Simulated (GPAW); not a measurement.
# AlN (F-43m) in GPAW: settings compared

The runs below take AlN through Wannier functions, Born charges, with MS2, PBE+D3(BJ)+ATM.

All numbers are computed with GPAW 26.7.0; they aren't measurements. Logs are shortened: lines on timing, memory, paths and dates and some standing lists are left out, and cuts for length are marked. The log counts tension as positive stress, the text compression.

## Step 1: The structure

The structure is cubic, space group F-43m (No. 216). Conventional cell: a = 4.368 Å, b = 4.368 Å, c = 4.368 Å, α = 90.00°, β = 90.00°, γ = 90.00°. Al (site symmetry -43m) is surrounded by 4 N at 1.89 Å. N (site symmetry -43m) is surrounded by 4 Al at 1.89 Å.

Measurements of this composition are mostly on another form, of space group No. 186.

## Step 2: Wannier functions, MS2

File run.py:

```python
import json
import numpy as np
from ase.dft.bandgap import bandgap
from ase.dft.wannier import Wannier
from ase.io import read, write
from ase.units import GPa
from gpaw import GPAW, PW

atoms = read('AlN.xyz')

calc = GPAW(mode=PW(800),
            xc='MGGA_X_MS2+GGA_C_REGTPSS',
            kpts={'size': (10, 10, 10), 'gamma': True},
            occupations={'name': 'marzari-vanderbilt', 'width': 0.025},
            nbands=11,
            convergence={'density': 1e-05, 'energy': 1e-05},
            maxiter=75,
            txt='gpaw.txt')
atoms.calc = calc
energy = atoms.get_potential_energy()
forces = atoms.get_forces()
stress = atoms.get_stress()
calc.write('gs.gpw')
write('result.traj', atoms)
print(f'Energy: {energy:.6f} eV')
print('Forces (eV/A):')
print(forces.round(4))
print('Stress (GPa):', (stress / GPa).round(3))
print('Fermi level:', round(calc.get_fermi_level(), 4), 'eV')
print(f'Gap: {bandgap(calc)[0]:.4f} eV, direct: {bandgap(calc, direct=True)[0]:.4f} eV')

nocc = int(round(calc.get_number_of_electrons() / 2))
full = calc.fixed_density(kpts={'size': (4, 4, 4), 'gamma': True}, symmetry='off', nbands=nocc + 6,
                          convergence={'bands': nocc}, txt='full.txt')
wan, values = None, []
for seed in range(6):  # several starts, since the search can end in a local maximum
    trial = Wannier(nwannier=nocc, calc=full, nbands=nocc, functional='var',
                    initialwannier='orbitals' if seed == 0 else 'random', rng=np.random.RandomState(seed))
    trial.localize(tolerance=1e-6)
    values.append(trial.get_functional_value())
    print(f'start {seed}: functional {values[-1]:.5f}', flush=True)
    if values[-1] == max(values):
        wan = trial
wan.localize(step=0.1, tolerance=1e-8)
wan.translate_all_to_cell((0, 0, 0))
centres, spreads = wan.get_centers(), wan.get_spreads()
for x, s in zip(centres, spreads):
    d = np.linalg.norm(atoms.repeat(3).positions - atoms.cell.sum(0) - x, axis=1)
    print(x.round(4), f'spread {s:.4f} A^2, nearest {atoms[d.argmin() % len(atoms)].symbol} at {d.min():.3f} A')
onsite = wan.get_hopping((0, 0, 0)).diagonal().real
print('On-site energies:', onsite.round(4))
json.dump({'centres': centres.tolist(), 'spreads': spreads.tolist(), 'onsite': onsite.tolist(), 'values': values},
          open('wannier.json', 'w'))
```

File AlN.xyz:

```xyz
2
Lattice="0.0000000000 2.1839935596 2.1839935596 2.1839935596 0.0000000000 2.1839935596 2.1839935596 2.1839935596 0.0000000000" Properties=species:S:1:pos:R:3 pbc="T T T"
Al     0.0000000000      0.0000000000      0.0000000000
N      1.0919967798      1.0919967798      1.0919967798
```

Potentials or basis: GPAW PAW data sets (gpaw-data 1.2.1), pw.

Started as:

```console
> OMP_NUM_THREADS=1 python run.py
```

gpaw.txt:

```text
__  _  _
 | _ |_)|_||  |
 |__||  | ||/\| - 26.7.0

Input parameters:
  mode=PW(ecut=800.0),
  convergence={'density': 1e-05, 'energy': 1e-05},
  kpts=MonkhorstPack(size=(10, 10, 10), gamma=True),
  maxiter=75,
  nbands=11,
  occupations=Occupations(name='marzari-vanderbilt', width=0.025),
  xc=XC(name='MGGA_X_MS2+GGA_C_REGTPSS')

Diagonalizing LCAO Hamiltonian
Converting LCAO to pw mode

           N
       Al

Atoms  # Å, Bohr magnetons
|   | symbol |        x |        y |        z |    initial magnetic moments |
|---|--------|----------|----------|----------|-----------------------------|
| 0 |     Al | 0.000000 | 0.000000 | 0.000000 | ( 0.0000,  0.0000,  0.0000) |
| 1 |      N | 1.091997 | 1.091997 | 1.091997 | ( 0.0000,  0.0000,  0.0000) |

Unit cell  # Å
| periodic |        x |        y |        z |  lengths |    angles |
|----------|----------|----------|----------|----------|-----------|
|      yes | 0.000000 | 2.183994 | 2.183994 | 3.088633 | 60.000000 |
|      yes | 2.183994 | 0.000000 | 2.183994 | 3.088633 | 60.000000 |
|      yes | 2.183994 | 2.183994 | 0.000000 | 3.088633 | 60.000000 |

Number of symmetries: 24
Symmetry operations  # r_c * U_cc + t_c -> r_c
|    | kind |            matrix            |
|----|------|------------------------------|
|  0 |  E   |  1, 0, 0,  0, 1, 0,  0, 0, 1 |
|  1 |  σ   |  1, 0, 0,  0, 0, 1,  0, 1, 0 |
|  2 |  σ   |  1, 0,-1,  0, 1,-1,  0, 0,-1 |
|  3 |  C3  |  1, 0,-1,  0, 0,-1,  0, 1,-1 |
|  4 |  C3  |  1,-1, 0,  0,-1, 1,  0,-1, 0 |
|  5 |  σ   |  1,-1, 0,  0,-1, 0,  0,-1, 1 |
|  6 |  σ   |  0, 1, 0,  1, 0, 0,  0, 0, 1 |
|  7 |  C3  |  0, 1, 0,  0, 0, 1,  1, 0, 0 |
|  8 |  C2  |  0, 1,-1,  1, 0,-1,  0, 0,-1 |
|  9 |  S4  |  0, 1,-1,  0, 0,-1,  1, 0,-1 |
| 10 |  C3  |  0, 0, 1,  1, 0, 0,  0, 1, 0 |
| 11 |  σ   |  0, 0, 1,  0, 1, 0,  1, 0, 0 |
| 12 |  S4  |  0, 0,-1,  1, 0,-1,  0, 1,-1 |
| 13 |  C3  |  0, 0,-1,  0, 1,-1,  1, 0,-1 |
| 14 |  S4  |  0,-1, 1,  1,-1, 0,  0,-1, 0 |
| 15 |  C2  |  0,-1, 1,  0,-1, 0,  1,-1, 0 |
| 16 |  C3  |  0,-1, 0,  1,-1, 0,  0,-1, 1 |
| 17 |  S4  |  0,-1, 0,  0,-1, 1,  1,-1, 0 |
| 18 |  S4  | -1, 1, 0, -1, 0, 1, -1, 0, 0 |
| 19 |  C3  | -1, 1, 0, -1, 0, 0, -1, 0, 1 |
| 20 |  C3  | -1, 0, 1, -1, 1, 0, -1, 0, 0 |
| 21 |  S4  | -1, 0, 1, -1, 0, 0, -1, 1, 0 |
| 22 |  σ   | -1, 0, 0, -1, 1, 0, -1, 0, 1 |
| 23 |  C2  | -1, 0, 0, -1, 0, 1, -1, 1, 0 |

BZ-sampling:
  Number of BZ points: 1000
  Number of IBZ points: 47

  Monkhorst-Pack size: [10, 10, 10]
  Monkhorst-Pack shift: [0.05, 0.05, 0.05]

K-points  # in reciprocal-cell coordinates
|     |                                coordinates |     weight |
|-----|--------------------------------------------|------------|
|   0 | (  0.00000000,   0.00000000,   0.00000000) | 0.00100000 |
|   1 | (  0.10000000,   0.10000000,   0.00000000) | 0.00600000 |
|   2 | (  0.10000000,   0.10000000,   0.10000000) | 0.00800000 |
|   3 | (  0.20000000,   0.10000000,   0.10000000) | 0.01200000 |
|   4 | (  0.20000000,   0.20000000,   0.00000000) | 0.00600000 |
|   5 | (  0.20000000,   0.20000000,   0.10000000) | 0.02400000 |
|   6 | (  0.20000000,   0.20000000,   0.20000000) | 0.00800000 |
|   7 | (  0.30000000,   0.20000000,   0.10000000) | 0.02400000 |
|   8 | (  0.30000000,   0.20000000,   0.20000000) | 0.02400000 |
|   9 | (  0.30000000,   0.30000000,   0.00000000) | 0.00600000 |
| ... |                                            |            |
|  46 | (  0.50000000,   0.50000000,   0.50000000) | 0.00400000 |

Plane wave coefficients: 1090
Cutoff: 800.0 eV

Spin-components: 1 (collinear spins)
Bands:           11
Projectors:      10
Spin-degeneracy: 2
Datatype:        complex128

Parallelization:
  kpt:    1
  domain: 1
  band:   1

Density:
  Valence electrons: 8.0
  Components: 1
  Grid points: [21 21 21]
  Charge: 0.0  # |e|

Potential:
  Grid points: [21 21 21]

species:
  Al:
    name:    Aluminium
    Z:       13.0
    valence: 3
    core:    10
    charge:  0.0  # [|e|]
    compensation charges:
      type: gauss
      rc: 0.34  # [Å]
      lmax: 2
    cutoffs:
      filter: 1.91  # [Å]
      core: 2.36  # [Å]
    projectors
    | kind |    occ | energy [eV] | rcut [Å] |
    |------|--------|-------------|----------|
    |   3s |  2.000 |      -7.753 |    1.085 |
    |   3p |  1.000 |      -2.712 |    1.085 |
    |    s |        |      19.459 |    1.085 |
    |    p |        |      24.499 |    1.085 |
    |    d |        |       0.000 |    1.085 |

    Using partial waves for Al as LCAO basis

  N:
    name:    Nitrogen
    Z:       7.0
    valence: 5
    core:    2
    charge:  0.0  # [|e|]
    compensation charges:
      type: gauss
      rc: 0.18  # [Å]
      lmax: 2
    cutoffs:
      filter: 1.11  # [Å]
      core: 0.96  # [Å]
    projectors
    | kind |    occ | energy [eV] | rcut [Å] |
    |------|--------|-------------|----------|
    |   2s |  2.000 |     -18.583 |    0.603 |
    |   2p |  3.000 |      -7.089 |    0.529 |
    |    s |        |       8.629 |    0.603 |
    |    p |        |      20.123 |    0.529 |
    |    d |        |       0.000 |    0.577 |

    Using partial waves for N as LCAO basis

Reference energy: -8085.144769  # eV

eigensolver:
  PPCG
  Converge bands: occupied
  niter=2

density mixing:
  MSR1-Mixer
  Pratt-step length: 0.05
  Maximum mixing coefficient: 0.75
  Old densities: 10
  SVD Regularization: 0.005
  Good broyden scale: 1.0
  Trust region scale: 1.0
  Backstep threshold: 4.0
  History deletion threshold: 6.0
  Fourier metric: weight=20.0, sigma=0.015

occupation numbers:
  Marzari-Vanderbilt:
    width: 0.0250  # eV

poisson solver:
  ecut: 6400.0  # eV

xc functional:
  name: MGGA_X_MS2+GGA_C_REGTPSS with 2 nearest neighbor stencil

convergence criteria:
- Maximum integral of absolute [dens]ity change: 1e-05 electrons / valence electron
- Maximum [total energy] change in last 3 cyles: 1e-05 eV / valence electron
- Maximum integral of absolute [eigenst]ate change: 4e-08 eV^2 / valence electron
maximum number of iterations: 75

SCF iterations
|iter     | |      energy | eigst |  dens |
|---------|-|-------------|-------|-------|
|iter:   1| |  -33.855088 | -0.28 |       |
|iter:   2| |  -20.970358 | -1.18 | -0.52 |
|iter:   3| |  -20.621045 | -1.59 | -0.63 |
|iter:   4| |  -20.742530 | -1.23 | -0.85 |
|iter:   5| |  -20.867176 | -2.31 | -1.36 |
|iter:   6| |  -20.876676 | -3.20 | -1.73 |
|iter:   7| |  -20.876948 | -4.27 | -2.45 |
|iter:   8| |  -20.877072 | -5.47 | -2.99 |
|iter:   9| |  -20.877072 | -7.10 | -4.10 |
|iter:  10| |  -20.877072c| -8.07c| -4.56 |
|iter:  11| |  -20.877072c| -8.87c| -5.56c|

Converged in 11 steps
Energy contributions relative to reference atoms: (reference = -8085.144769)

Energy contributions:
  Kinetic:          13.883967
  Coulomb:         -11.514433
  Zero:              0.061707
  External:          0.000000
  Xc:              -23.308404
  Entropy:           0.000091
  Spinorbit:         0.000000
  ----------------------------
  Free energy:     -20.877072
  Extrapolated:    -20.877072

dipole moment: (-8.540217, -8.540217, -8.540217)  # |e|*Ang

Fermi level: 5.726
Eigenvalues  # (at kpt = [0.000, 0.000, 0.000])
| band index |      eig [eV] | occ [0-2] |
|------------|---------------|-----------|
|          0 |       -10.153 |     2.000 |
|          1 |         5.715 |     1.465 |
|          2 |         5.715 |     1.465 |
|          3 |         5.717 |     1.336 |
|          4 |        10.287 |     0.000 |
|          5 |        19.081 |     0.000 |
|          6 |        19.082 |     0.000 |
|          7 |        19.082 |     0.000 |
|          8 |        24.252 |     0.000 |
|          9 |        24.258 |     0.000 |
|         10 |        25.537 |     0.000 |

Gap: 3.636 eV
Transition (v -> c):
  (s=0, k=0, n=3, [0.00, 0.00, 0.00]) -> (s=0, k=41, n=4, [0.50, 0.50, 0.00])
Direct/indirect transitions are different
Direct gap: 4.569 eV
Transition at: (s=0, k=0, n=3, [0.00, 0.00, 0.00])

Forces  # eV/Ang
|        x |       y |       z |
|----------|---------|---------|
|  0.00000 | 0.00000 | 0.00000 |  # Al   0
| -0.00000 | 0.00000 | 0.00000 |  # N    1

Stress tensor  # eV/Ang^3
|         x |         y |         z |
|-----------|-----------|-----------|
| -0.006116 | -0.000000 | -0.000000 |
| -0.000000 | -0.006116 |  0.000000 |
| -0.000000 |  0.000000 | -0.006116 |

# Writing to gs.gpw (mode='')
```

Wall time 86 s (1 thread of Intel Xeon 6975P-C (Granite Rapids), shared host); peak memory 0.23 GiB.

Results:

```yaml
Free_energy: -20.8771 eV
Pressure: 1.0 GPa
Band_gap_on_the_k_mesh: 3.64 eV, indirect (least direct gap 4.57 eV)
Total_Wannier_spread: 3.50 Å² over 4 functions
```

Levels at points of the mesh, in eV from the valence-band top:
```csv
k point,band 1,band 2,band 3,band 4,band 5,band 6,band 7
"(0.00, 0.00, 0.00)",-15.87,0.00,0.00,0.00,4.57,13.36,13.36
"(0.50, 0.50, 0.00)",-13.31,-4.95,-1.80,-1.80,3.64,9.20,14.91
"(0.50, 0.50, 0.50)",-13.92,-5.90,-0.49,-0.49,7.96,10.40,11.78
```

Wannier centres (Å) and spreads (Å²):
```tsv
function	x	y	z	spread
1	1.367	1.364	0.832	0.874
2	0.829	0.833	0.829	0.874
3	0.831	1.365	1.365	0.874
4	1.363	0.828	1.364	0.874
```

Caveat: this smearing can pin the Fermi level at a band edge; the PAW data sets were made with another functional, which shifts forces and pressure a little. A k mesh can miss the band edges.

[end of part 1 of 2]
